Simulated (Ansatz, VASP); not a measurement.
One calculation of SiNi3, two programs

Contents of INCAR:

```
PREC = Accurate
ENCUT = 520
EDIFF = 1E-6
ISMEAR = 0
SIGMA = 0.15
LREAL = F
LASPH = T
NELM = 80
ALGO = Fast
ISIF = 2
LWAVE = F
LCHARG = F
GGA = PE
NBANDS = 25
```

File KPOINTS:

```
Automatic mesh
0
Gamma
  14 14 14
```

Contents of POSCAR:

```
SiNi3
1.0
    3.5062596409      0.0000000000      0.0000000000
    0.0000000000      3.5062596409      0.0000000000
    0.0000000000      0.0000000000      3.5062596409
Si Ni
1 3
Direct
    0.0000000000      0.0000000000      0.0000000000
    0.0000000000      0.5000000000      0.5000000000
    0.5000000000      0.0000000000      0.5000000000
    0.5000000000      0.5000000000      0.0000000000
```

Input for Ansatz:

```yaml
crystal:
  lattice:
    - [3.5062596291, 0.0, 0.0]
    - [0.0, 3.5062596291, 0.0]
    - [0.0, 0.0, 3.5062596291]
  atoms:
    - { symbol: Si, position: [0.0, 0.0, 0.0] }
    - { symbol: Ni, position: [0.0, 0.5, 0.5] }
    - { symbol: Ni, position: [0.5, 0.0, 0.5] }
    - { symbol: Ni, position: [0.5, 0.5, 0.0] }
basis:
  ecutwfc: 420
kpoints:
  mp_grid: { grid: [14, 14, 14] }
hamiltonian:
  xc: pbe
scf:
  occupations: { method: gaussian, width: 0.15 }
output:
  forces: true
  stress: true
  eigenvalues: true
  write_density: true
  write_potential: true
  elf: true
  volumetric_format: npy
```

Alike in both runs: task single point; functional PBE; k mesh 14 × 14 × 14; occupations gaussian, width 0.15 eV; no spin polarisation.

```csv
,VASP,Ansatz
version,VASP 6.6.1,Ansatz 0.2.0
potentials or method,"VASP PAW PBE potentials, release 64 (Si, Ni)","scalar-relativistic, plane waves, PAW"
plane-wave cutoff (eV),520,420
valence electrons in the cell,34,58
```

```csv
,VASP,Ansatz,Ansatz less VASP
gap on the k mesh at the Fermi level (eV),none,none,-
pressure (GPa),0.1,0.0,-0.06
```

A gap of «none» marks a metal or a gap that the smearing closes. The two sets of potentials don't hold the same shells in valence.

Spin polarisation is off, so any magnetic state and its effect on volume and gap are missing.
